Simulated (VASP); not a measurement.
Output of a VASP run:

### OSZICAR
```
       N       E                     dE             d eps       ncg     rms          rms(c)
DAV:   1     0.154115285347E+03    0.15412E+03   -0.12570E+04   720   0.120E+03
DAV:   2    -0.105308061592E+02   -0.16465E+03   -0.15963E+03   880   0.269E+02
DAV:   3    -0.178829424004E+02   -0.73521E+01   -0.73291E+01   868   0.613E+01
DAV:   4    -0.180023338143E+02   -0.11939E+00   -0.11931E+00   908   0.725E+00
DAV:   5    -0.180065230118E+02   -0.41892E-02   -0.41886E-02   902   0.101E+00    0.133E+01
DAV:   6    -0.170340483629E+02    0.97247E+00   -0.88131E+00   754   0.217E+01    0.493E+00
DAV:   7    -0.170960173927E+02   -0.61969E-01   -0.42001E-01   754   0.462E+00    0.230E+00
DAV:   8    -0.171002835199E+02   -0.42661E-02   -0.49093E-02   750   0.208E+00    0.133E+00
DAV:   9    -0.171195418515E+02   -0.19258E-01   -0.15170E-02   828   0.115E+00    0.376E-01
DAV:  10    -0.171236196852E+02   -0.40778E-02   -0.25054E-03   838   0.348E-01    0.130E-01
DAV:  11    -0.171265367168E+02   -0.29170E-02   -0.20833E-03   742   0.289E-01    0.412E-02
DAV:  12    -0.171266707685E+02   -0.13405E-03   -0.19209E-04   922   0.934E-02    0.173E-02
DAV:  13    -0.171266845097E+02   -0.13741E-04   -0.20438E-05   772   0.386E-02    0.877E-03
DAV:  14    -0.171266963754E+02   -0.11866E-04   -0.16727E-05   734   0.301E-02    0.430E-03
DAV:  15    -0.171266932526E+02    0.31228E-05   -0.60088E-06   676   0.165E-02    0.921E-04
DAV:  16    -0.171266934165E+02   -0.16382E-06   -0.44916E-07   618   0.464E-03
   1 F= -.17126693E+02 E0= -.17126693E+02  d E =-.191222E-18  mag=     0.0000
```

**OUTCAR**
```
------------------------ aborting loop because EDIFF is reached ----------------------------------------
  FORCE on cell =-STRESS in cart. coord.  units (eV):
  Direction    XX          YY          ZZ          XY          YZ          ZX
  --------------------------------------------------------------------------------------
  Total       -0.4004647     -0.4004647     -0.4004647      0.0000000     -0.0000000     -0.0000000
  in kB      -10.1475043    -10.1475043    -10.1475043      0.0000000     -0.0000000     -0.0000000
  external PRESSURE =     -10.1475043 kB  Pullay stress =       0.0000000 kB
  volume of cell :       63.23
      direct lattice vectors                 reciprocal lattice vectors
     0.000000000  3.162000000  3.162000000    -0.158127767  0.158127767  0.158127767
     3.162000000  0.000000000  3.162000000     0.158127767 -0.158127767  0.158127767
     3.162000000  3.162000000  0.000000000     0.158127767  0.158127767 -0.158127767
 POSITION                                       TOTAL-FORCE (eV/Angst)
 -----------------------------------------------------------------------------------
      0.00000      0.00000      0.00000         0.000000      0.000000      0.000000
      1.58100      1.58100      1.58100        -0.000000     -0.000000     -0.000000
      4.74300      4.74300      4.74300         0.000000      0.000000      0.000000
 -----------------------------------------------------------------------------------
    total drift:                                0.000000      0.000000      0.000000
  FREE ENERGIE OF THE ION-ELECTRON SYSTEM (eV)
  ---------------------------------------------------
  free  energy   TOTEN  =       -17.1266934165 eV

  energy  without entropy=      -17.1266934165  energy(sigma->0) =      -17.12669342
```
(Selected blocks of OUTCAR.)

POSCAR:
```
BaF2
1
    0.0000000000     3.1620000000     3.1620000000
    3.1620000000     0.0000000000     3.1620000000
    3.1620000000     3.1620000000     0.0000000000
Ba F
1 2
Direct
  0.0000000000   0.0000000000   0.0000000000
  0.2500000000   0.2500000000   0.2500000000
  0.7500000000   0.7500000000   0.7500000000
```

Question: Reconstruct the remaining input files.

Answer: Several could match; the one computed here: the input of the run itself, PBE GGA, plane waves, VASP's PBE PAW potentials (set 64).

**KPOINTS**
```
Regular mesh
0
gamma
5 5 5
```

**INCAR**
```
# general
SYSTEM  = BaF2
PREC    = Accurate
ENCUT   = 520
LREAL   = .FALSE.
LASPH   = .TRUE.

# electronic loop
EDIFF   = 1E-6
NELM    = 100
ALGO    = Normal
LMAXMIX = 4

# smearing
ISMEAR  = 0
SIGMA   = 0.05

# functional
GGA     = PE

# spin
ISPIN   = 2
MAGMOM  = 1.0 1.0 1.0

# ions
ISIF    = 2

# output
LWAVE   = .FALSE.
LCHARG  = .FALSE.
```

POTCAR, in this order: Ba_sv F (PBE.64 set). Program: vasp_std.

The moments were started parallel, and other spin orders were not tried in this run.

The compound is BaF2 in the fluorite structure. The cell was not relaxed at this level.
